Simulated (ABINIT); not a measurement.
## RbBr (Fm-3m): G0W0 in ABINIT against the bands in the screening

Wanted: the cheapest bands in the screening that holds the gap of RbBr (Fm-3m).

Calculated with ABINIT 10.8.3; PBE and many-body steps on it, plane waves.

The database entry behind the starting cell differs from later determinations by our own check (about 0.5 % short), so it need not match the best structure at ambient conditions.

### 1. Set-up

The structure is cubic, space group Fm-3m (No. 225). The conventional cell has a = 6.854 Å, b = 6.854 Å, c = 6.854 Å, α = 90.00°, β = 90.00°, γ = 90.00°. Nearest to Rb lie 6 Br at 3.43 Å. Nearest to Br lie 6 Rb at 3.43 Å. Farther neighbours and most contacts between anions are not listed.

The cell and positions come from the Crystallography Open Database and are kept as given unless a step says otherwise.

### 2. Screening, 4×4×4 mesh, 16 bands, screening to 106.1 eV

This step: ABINIT 10.8.3; RPA screening on PBE, plane waves, norm-conserving pseudopotentials.

The RPA dielectric matrix is built and inverted for each q.

run.abi reads:

```
acell 3*1.0 Angstrom
rprim 
  0.000000000000 3.427000000000 3.427000000000
  3.427000000000 0.000000000000 3.427000000000
  3.427000000000 3.427000000000 -0.000000000000
ntypat 2
znucl 37 35
natom 2
typat 1 2
xred 
  0.000000000000 0.000000000000 0.000000000000
  0.500000000000 0.500000000000 0.500000000000
pp_dirpath "pseudos"
pseudos "Rb.upf, Br.upf"
ecut 19
ngkpt 4 4 4
nshiftk 1
shiftk 0 0 0
kptopt 1
chksymbreak 0
istwfk *1
occopt 1
irdwfk 1
optdriver 3
nband 16
ecuteps 3.9
inclvkb 2
awtr 1
symchi 1
indata_prefix "in"
outdata_prefix "out"
tmpdata_prefix "tmp"
```

The run is started by

```bash
$ OMP_NUM_THREADS=1 mpirun -n 4 abinit run.abi > log
```

What it wrote:

```text
.Version 10.8.3 of ABINIT. v10.8.2 released Aug 2026.

 Symmetries : space group Fm -3 m (#225); Bravais cF (face-center cubic)
[... echo of the input left out ...]
== DATASET  1 ==================================================================
-   mpi_nproc: 4, omp_nthreads: 1 (-1 if OMP is not activated)

--- !DatasetInfo
iteration_state: {dtset: 1, }
dimensions: {natom: 2, nkpt: 8, mband: 16, nsppol: 1, nspinor: 1, nspden: 1, mpw: 2180, }
cutoff_energies: {ecut:  19.0, pawecutdg:  -1.0, }
electrons: {nelect:   1.60000000E+01, charge:   0.00000000E+00, occopt:   1.00000000E+00, tsmear:   1.00000000E-02, }

 SCREENING: Calculation of the susceptibility and dielectric matrices

 Based on a program developped by R.W. Godby, V. Olevano, G. Onida, and L. Reining.
 Incorporated in ABINIT by V. Olevano, G.-M. Rignanese, and M. Torrent.
.Using double precision arithmetic ; gwpc =  8

[... cell and pseudopotentials left out ...]
--------------------------------------------------------------------------------

 ==== K-mesh for the wavefunctions ====
 Number of points in the irreducible wedge :     8
[... list of points left out ...]
 Together with 48 symmetry operations and time-reversal symmetry
 yields    64 points in the full Brillouin Zone.

 ==== Q-mesh for the screening function ====
 Number of points in the irreducible wedge :     8
[... list of points left out ...]
 Together with 48 symmetry operations and time-reversal symmetry
 yields    64 points in the full Brillouin Zone.

 setmesh: FFT mesh size selected  =    25x   25x   25
          total number of points  =        15625

 vcoul_init : cutoff-mode = AUXILIARY_FUNCTION
 q-points for optical limit:   1
     1)      0.000010    0.000020    0.000030

- screening: taking advantage of time-reversal symmetry
- Maximum band index for partially occupied states nbvw = 8
- Remaining bands to be divided among processors   nbcw = 8
- Number of bands treated by each node ~2

 Number of electrons calculated from density =   16.0000; Expected =   16.0000
 average of density, n =  0.029454
 r_s =    2.0087
 omega_plasma =   16.5551 [eV]

 calculating chi0 at frequencies [eV] :
  1    0.000000E+00    0.000000E+00
  2    0.000000E+00    1.655507E+01

--------------------------------------------------------------------------------
  q-point number  1        q = ( 0.000000, 0.000000, 0.000000) [r.l.u.]
--------------------------------------------------------------------------------
[... chi0 elements left out ...]
 For q-point:  0.000010 0.000020 0.000030
  dielectric constant =   2.3074
  dielectric constant without local fields =   2.5908

  Average fulfillment of the sum rule on Im[epsilon] for q-point    1 :     17.47  [%]
[... wings left out ...]
  q-point number  2        q = ( 0.250000, 0.000000, 0.000000) [r.l.u.]
--------------------------------------------------------------------------------
[... chi0 elements left out ...]
  Average fulfillment of the sum rule on Im[epsilon] for q-point    2 :     47.80  [%]

 [... 6 further q-points ...]
```

Elapsed: 5.8 s, on 4 MPI ranks of Arm Neoverse N1, shared host; peak memory 0.3 GiB; 23 s of CPU time.

Numbers from this step:

```yaml
eps_infinity_with_local_fields_on_this_mesh_along_the_program_s_q_direction: 2.307
the_same_without_local_fields: 2.591
plasma_frequency: 16.56 eV
plane_waves_in_the_screening_matrix: 181
```

Local fields lower ε∞ by 11 %.

### 3. 16 bands

The self-energy is evaluated for the states that the input lists, and the levels follow from it, in one-shot runs by the linearised quasiparticle equation.

This step: G0W0 on PBE, plane waves, norm-conserving pseudopotentials.

run.abi: that of step 2 with these lines changed.

```diff
@@ -23,8 +23,15 @@
 irdwfk 1
-optdriver 3
-nband 16
+optdriver 4
+nband 41
+gwcalctyp 0
+ecutsigx 19
+symsigma 1
+nkptgw 1
+kptgw 
+  0.0000000000 0.0000000000 0.0000000000
+bdgw 
+  6 12
 ecuteps 3.9
-inclvkb 2
-awtr 1
-symchi 1
+irdscr 1
+ppmodel 1
 indata_prefix "in"
```

What it wrote:

```text
.Version 10.8.3 of ABINIT. v10.8.2 released Aug 2026.

 Symmetries : space group Fm -3 m (#225); Bravais cF (face-center cubic)
[... echo of the input left out ...]
== DATASET  1 ==================================================================
-   mpi_nproc: 4, omp_nthreads: 1 (-1 if OMP is not activated)

--- !DatasetInfo
iteration_state: {dtset: 1, }
dimensions: {natom: 2, nkpt: 8, mband: 41, nsppol: 1, nspinor: 1, nspden: 1, mpw: 2180, }
cutoff_energies: {ecut:  19.0, pawecutdg:  -1.0, }
electrons: {nelect:   1.60000000E+01, charge:   0.00000000E+00, occopt:   1.00000000E+00, tsmear:   1.00000000E-02, }

 SIGMA: Calculation of the GW corrections

 Based on a program developped by R.W. Godby, V. Olevano, G. Onida, and L. Reining.
 Incorporated in ABINIT by V. Olevano, G.-M. Rignanese, and M. Torrent.
.Using double precision arithmetic ; gwpc =  8

[... cell and pseudopotentials left out ...]
--------------------------------------------------------------------------------

 ==== K-mesh for the wavefunctions ====
 Number of points in the irreducible wedge :     8
[... list of points left out ...]
 Together with 48 symmetry operations and time-reversal symmetry
 yields    64 points in the full Brillouin Zone.

 ==== Q-mesh for screening function ====
 Number of points in the irreducible wedge :     8
[... list of points left out ...]
 Together with 48 symmetry operations and time-reversal symmetry
 yields    64 points in the full Brillouin Zone.

 vcoul_init : cutoff-mode = AUXILIARY_FUNCTION
 q-points for optical limit:   1
     1)      0.000010    0.000020    0.000030
 setmesh: FFT mesh size selected  =    36x   36x   36
          total number of points  =        46656

 Number of electrons calculated from density =   16.0000; Expected =   16.0000
 average of density, n =  0.029454
 r_s =    2.0087
 omega_plasma =   16.5551 [eV]

 === KS Band Gaps ===
  >>>> For spin  1
   Minimum direct gap =   4.3636 [eV], located at k-point      :   0.0000  0.0000  0.0000
   Fundamental gap    =   4.3636 [eV], Top of valence bands at :   0.0000  0.0000  0.0000
                                       Bottom of conduction at :   0.0000  0.0000  0.0000
 SIGMA fundamental parameters:
 PLASMON POLE MODEL  1
 number of plane-waves for SigmaX                 2109
 number of plane-waves for SigmaC and W            181
 number of plane-waves for wavefunctions          2109
 number of bands                                    41
 number of independent spin polarizations            1
 number of spinorial components                      1
 number of k-points in IBZ                           8
 number of q-points in IBZ                           8
 number of symmetry operations                      48
 number of k-points in BZ                           64
 number of q-points in BZ                           64
 number of frequencies for dSigma/dE                 9
 frequency step for dSigma/dE [eV]                0.25
 number of omega for Sigma on real axis              0
 max omega for Sigma on real axis  [eV]           0.00
 zcut for avoiding poles [eV]                     0.10

 EPSILON^-1 parameters (SCR file):
 dimension of the eps^-1 matrix on file            181
 dimension of the eps^-1 matrix used               181
 number of plane-waves for wavefunctions          2109
 number of bands                                    16
 number of q-points in IBZ                           8
 number of frequencies                               2
 number of real frequencies                          1
 number of imag frequencies                          1

 matrix elements of self-energy operator (all in [eV])

 Perturbative Calculation

--- !SelfEnergy_ee
iteration_state: {dtset: 1, }
kpoint     : [   0.000,    0.000,    0.000, ]
spin       : 1
KS_gap     :    4.364
QP_gap     :    6.883
Delta_QP_KS:    2.520
data: !SigmaeeData |
     Band     E0 <VxcDFT>   SigX SigC(E0)      Z dSigC/dE  Sig(E)    E-E0       E
        6  -1.042 -12.668 -16.491   2.219   0.824  -0.213 -13.990  -1.322  -2.363
        7  -1.042 -12.668 -16.491   2.219   0.824  -0.213 -13.990  -1.322  -2.363
        8  -1.042 -12.668 -16.491   2.219   0.824  -0.213 -13.990  -1.322  -2.363
        9   3.322  -6.375  -2.894  -2.110   0.874  -0.144  -5.177   1.198   4.520
       10   6.243  -7.381  -3.248  -2.133   0.871  -0.148  -5.639   1.742   7.985
       11   6.243  -7.381  -3.248  -2.133   0.871  -0.148  -5.639   1.742   7.985
       12   6.243  -7.381  -3.248  -2.133   0.871  -0.148  -5.639   1.742   7.985

== END DATASET(S) ==============================================================
================================================================================

 -outvars: echo values of variables after computation  --------
           etotal      0.0000000000E+00
            nband          41
             nkpt           8
          spgroup         225
 [... the other variables as echoed above ...]

 Calculation completed.
```

It took 5.4 s on 4 MPI ranks; peak memory 0.29 GiB; 21 s of CPU time.

This step gave:

```yaml
g0w0_gap_on_the_points_computed: 6.883 eV
starting_gap_on_the_mesh: 4.364 eV
k_of_the_valence_top: 0, 0, 0
k_of_the_conduction_bottom: 0, 0, 0
z_at_the_valence_top: 0.824
z_at_the_conduction_bottom: 0.874
least_direct_g0w0_gap_on_the_computed_points: 6.883 eV
```

The gap on the mesh goes from 4.36 eV to 6.88 eV, a correction of +2.52 eV.

### 4. Screening, 4×4×4 mesh, 41 bands, screening to 106.1 eV

This step: RPA screening on PBE, plane waves, norm-conserving pseudopotentials.

run.abi: that of step 3 with these lines changed.

```diff
@@ -23,15 +23,8 @@
 irdwfk 1
-optdriver 4
+optdriver 3
 nband 41
-gwcalctyp 0
-ecutsigx 19
-symsigma 1
-nkptgw 1
-kptgw 
-  0.0000000000 0.0000000000 0.0000000000
-bdgw 
-  6 12
 ecuteps 3.9
-irdscr 1
-ppmodel 1
+inclvkb 2
+awtr 1
+symchi 1
 indata_prefix "in"
```

What it wrote:

```text
.Version 10.8.3 of ABINIT. v10.8.2 released Aug 2026.

 Symmetries : space group Fm -3 m (#225); Bravais cF (face-center cubic)
[... echo of the input left out ...]
== DATASET  1 ==================================================================
-   mpi_nproc: 4, omp_nthreads: 1 (-1 if OMP is not activated)

--- !DatasetInfo
iteration_state: {dtset: 1, }
dimensions: {natom: 2, nkpt: 8, mband: 41, nsppol: 1, nspinor: 1, nspden: 1, mpw: 2180, }
cutoff_energies: {ecut:  19.0, pawecutdg:  -1.0, }
electrons: {nelect:   1.60000000E+01, charge:   0.00000000E+00, occopt:   1.00000000E+00, tsmear:   1.00000000E-02, }

 SCREENING: Calculation of the susceptibility and dielectric matrices

 Based on a program developped by R.W. Godby, V. Olevano, G. Onida, and L. Reining.
 Incorporated in ABINIT by V. Olevano, G.-M. Rignanese, and M. Torrent.
.Using double precision arithmetic ; gwpc =  8

[... cell and pseudopotentials left out ...]
--------------------------------------------------------------------------------

 ==== K-mesh for the wavefunctions ====
 Number of points in the irreducible wedge :     8
[... list of points left out ...]
 Together with 48 symmetry operations and time-reversal symmetry
 yields    64 points in the full Brillouin Zone.

 ==== Q-mesh for the screening function ====
 Number of points in the irreducible wedge :     8
[... list of points left out ...]
 Together with 48 symmetry operations and time-reversal symmetry
 yields    64 points in the full Brillouin Zone.

 setmesh: FFT mesh size selected  =    25x   25x   25
          total number of points  =        15625

 vcoul_init : cutoff-mode = AUXILIARY_FUNCTION
 q-points for optical limit:   1
     1)      0.000010    0.000020    0.000030

- screening: taking advantage of time-reversal symmetry
- Maximum band index for partially occupied states nbvw = 8
- Remaining bands to be divided among processors   nbcw = 33
- Number of bands treated by each node ~8

 Number of electrons calculated from density =   16.0000; Expected =   16.0000
 average of density, n =  0.029454
 r_s =    2.0087
 omega_plasma =   16.5551 [eV]

 calculating chi0 at frequencies [eV] :
  1    0.000000E+00    0.000000E+00
  2    0.000000E+00    1.655507E+01

--------------------------------------------------------------------------------
  q-point number  1        q = ( 0.000000, 0.000000, 0.000000) [r.l.u.]
--------------------------------------------------------------------------------
[... chi0 elements left out ...]
 For q-point:  0.000010 0.000020 0.000030
  dielectric constant =   2.3622
  dielectric constant without local fields =   2.8371

  Average fulfillment of the sum rule on Im[epsilon] for q-point    1 :     56.87  [%]
[... wings left out ...]
  q-point number  2        q = ( 0.250000, 0.000000, 0.000000) [r.l.u.]
--------------------------------------------------------------------------------
[... chi0 elements left out ...]
  Average fulfillment of the sum rule on Im[epsilon] for q-point    2 :     80.34  [%]

 [... 6 further q-points ...]
```

Run time: 12 s. Hardware: 4 MPI ranks; peak memory 0.44 GiB.

This step gave:

* ε∞ with local fields, on this mesh, along the program's q direction: 2.362
* the same without local fields: 2.837
* plasma frequency: 16.56 eV
* plane waves in the screening matrix: 181

(Continued in part 2 of 2.)

[Paths, hosts, dates, memory and timing lines, banners, echoed tables and standing remarks are left out of the program output.]

[Logs are printed without paths, hosts, clocks, repeated set-up lines and the standing remarks that a program may print on its own settings, such as how far it seeks lower states.]

[Runs of the session that timed out or met a known fault of the program may be left out.]

[Hosts, paths, dates, database ids (printed as entryN), source tags and the programs' standing remarks are cut or masked in the printed files.]

[G0W0 gaps are taken among the corrected bands and points alone; a level outside them can change the order at an edge.]

[Where Ansatz stands beside ABINIT at settings called matched, ABINIT's density can come from a denser mesh and the files from another edition; pairs whose starting gaps differed by over 0.03 eV were left out, so agreement reads better than it is.]
